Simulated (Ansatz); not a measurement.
Li$_{3}$N (P6/mmm), relaxed and computed with several functionals in Ansatz (plane waves, PAW).

```tsv
functional	a (Å)	c (Å)	V (Å³/atom)	gap (eV)	B₀ by P(V) fit (GPa)
r²SCAN	3.610	3.855	10.88	1.48	56.2
LDA	3.543	3.786	10.29	1.09	60.9
PBEsol	3.607	3.845	10.83	1.09	54.6
HSE06	3.595	3.840	10.74	2.04	58.5
PBE	3.634	3.865	11.05	1.06	53.1
```

Unstable at this level: Li3N, P6/mmm (Li on 1b, Li on 2c, N on 1a) with LDA; Li3N, P6/mmm (Li on 1b, Li on 2c, N on 1a) with PBEsol; Li3N, P6/mmm (Li on 1b, Li on 2c, N on 1a) with PBE. All cells were relaxed under the symmetry of their starts (and spin orders); stability against distortions was not tested throughout.

Potentials: the later of the program's two PAW sets.

Ansatz (a quantum-chemistry and plane-wave program) is a plane-wave DFT program.
